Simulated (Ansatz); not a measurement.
One crystal and one scan (scan of one atom of the cell) at two levels, PBE (plane waves to 420 eV, PAW, scalar-relativistic; Ansatz, a program for electronic structure) and r2SCAN (plane waves to 500 eV, PAW, scalar-relativistic; Ansatz), each from its own relaxed cell and on its own mesh. The cell shown is that of PBE.

GeO$_{2}$ (rutile)

```
CELL_PARAMETERS angstrom
      4.48750     0.00000     0.00000
      0.00000     4.48750     0.00000
      0.00000     0.00000     2.90497
ATOMIC_POSITIONS crystal
  Ge 0.00000 0.00000 0.00000
  Ge 0.50000 0.50000 0.50000
  O  0.30714 0.30714 0.00000
  O  0.80714 0.19286 0.50000
  O  0.19286 0.80714 0.50000
  O  0.69286 0.69286 0.00000
```

In this cell atom 5 (O, nearest neighbour Ge at 1.899 Å; its periodic images, 2.9 Å or more away, move with it) is moved by s along Cartesian [111], unit vector (0.577, 0.577, 0.577); all other atoms and the cell stay fixed.

E stands for the smeared free energy. GeO2 was relaxed with its symmetry unable to fall. Both scans cover s from -0.380 to 0.380 Å.

ΔE (meV/cell), each from the undisplaced structure of its own level:

```json
[
 {"s (Å)": "-0.380", "PBE": "617", "r2SCAN": "731"},
 {"s (Å)": "-0.304", "PBE": "399", "r2SCAN": "472"},
 {"s (Å)": "-0.228", "PBE": "226", "r2SCAN": "withheld"},
 {"s (Å)": "-0.152", "PBE": "101", "r2SCAN": "119"},
 {"s (Å)": "-0.076", "PBE": "25", "r2SCAN": "30"},
 {"s (Å)": "0.000", "PBE": "0", "r2SCAN": "0"},
 {"s (Å)": "0.076", "PBE": "25", "r2SCAN": "30"},
 {"s (Å)": "0.152", "PBE": "101", "r2SCAN": "119"},
 {"s (Å)": "0.228", "PBE": "226", "r2SCAN": "withheld"},
 {"s (Å)": "0.304", "PBE": "399", "r2SCAN": "472"},
 {"s (Å)": "0.380", "PBE": "617", "r2SCAN": "731"}
]
```

### Question
Estimate the r2SCAN value at -0.228 from the PBE value there and the ratio of the two levels in the two nearest given rows on that side of the minimum.

### Answer
At -0.304 and -0.152 the ratio r2SCAN/PBE averages 1.181, which gives 1.181 × 226 = 267 meV/cell. The calculation gives 267 meV/cell, +18.1 % against PBE.

(A displaced cell: forces are minus the slopes of the energy, force constants its curvatures, and phonons follow from these.)
